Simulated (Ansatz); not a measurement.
# InSb: strong compression

The task here is to estimate one member of a computed series from the others.

Method: DFT, PBE, PAW with Ansatz's default frozen-core files, scalar-relativistic, in Ansatz 0.2.0.

## Starting point

Symmetry: Fm-3m, No. 225, cubic system. Conventional cell: a = 5.895 Å, b = 5.895 Å, c = 5.895 Å, α = 90.00°, β = 90.00°, γ = 90.00°. In (site symmetry m-3m) has 6 Sb at 2.95 Å as nearest neighbours. Sb (site symmetry m-3m) has 6 In at 2.95 Å as nearest neighbours.

As a file:

```cif
data_structure
_symmetry_space_group_name_H-M 'Fm-3m'
_symmetry_Int_Tables_number 225
_cell_length_a 5.8947
_cell_length_b 5.8947
_cell_length_c 5.8947
_cell_angle_alpha 90.000
_cell_angle_beta 90.000
_cell_angle_gamma 90.000
_cell_volume 204.83
loop_
_atom_site_label
_atom_site_type_symbol
_atom_site_symmetry_multiplicity
_atom_site_Wyckoff_symbol
_atom_site_fract_x
_atom_site_fract_y
_atom_site_fract_z
_atom_site_occupancy
In1 In 4 a 0.00000 0.00000 0.00000 1
Sb1 Sb 4 b 0.50000 0.00000 0.00000 1
```

The file gives the conventional cell by its symmetry; the runs use the cell typed in the input.

Whether this phase is the stable one at these pressures isn't tested.

Atoms are numbered in the order of the input: In1, Sb2.

The first run:

Input file input.yaml:

```yaml
crystal:
  lattice:
    - [0.0, 2.9473523161, 2.9473523161]
    - [2.9473523161, 0.0, 2.9473523161]
    - [2.9473523161, 2.9473523161, 0.0]
  atoms:
    - { symbol: In, position: [0.0, 0.0, 0.0] }
    - { symbol: Sb, position: [0.5, 0.5, 0.5] }
kpoints:
  mp_grid: { grid: [11, 11, 11] }
scf:
  occupations: { method: fermi_dirac, width: 0.05 }
hamiltonian:
  xc: pbe
  pseudopotentials: { kind: paw }
output:
  forces: true
  stress: true
relax:
  f_tol: 0.005
  max_steps: 40
  cell: {}
```

Launch:

```
ansatz run input.yaml --threads 1 --pin off --max-ram 2048MiB --backend cpu --events-out ev --progress --plain --runs-dir out
```

Among the steps run: Cell relaxed at zero pressure, PAW; Volume scaled by 1, PAW; Volume scaled by 0.94, PAW; Volume scaled by 0.88, PAW; Volume scaled by 0.88, PAW (cutoff 800 eV); Volume scaled by 0.8, PAW; Volume scaled by 0.72, PAW; Volume scaled by 0.64, PAW; Volume scaled by 0.55, PAW; Volume scaled by 0.55, PAW (partial_waves polarizable).

One of the session's tables, all rows but one given; the rest of the session is left out.

```
                         method  volume over the first  volume (Å³/atom)  pressure (GPa)
                            PAW                      1            29.076           -0.02
                            PAW                   0.94            27.332            3.39
                            PAW                   0.88            25.587            8.26
                            PAW                    0.8            23.261           18.30
                            PAW                   0.72            20.935           34.87
                            PAW                   0.64                 ?               ?
                            PAW                   0.55            15.992          121.46
            PAW (cutoff 800 eV)                   0.88            25.587            8.25
PAW (partial_waves polarizable)                   0.55            15.992          121.46
```

Estimate the missing values for PAW, 0.64.

As computed: volume (Å³/atom): 18.609; pressure (GPa): 63.04. In the column «volume (Å³/atom)» it lies between PAW (partial_waves polarizable), 0.55 (15.992) and PAW, 0.72 (20.935).
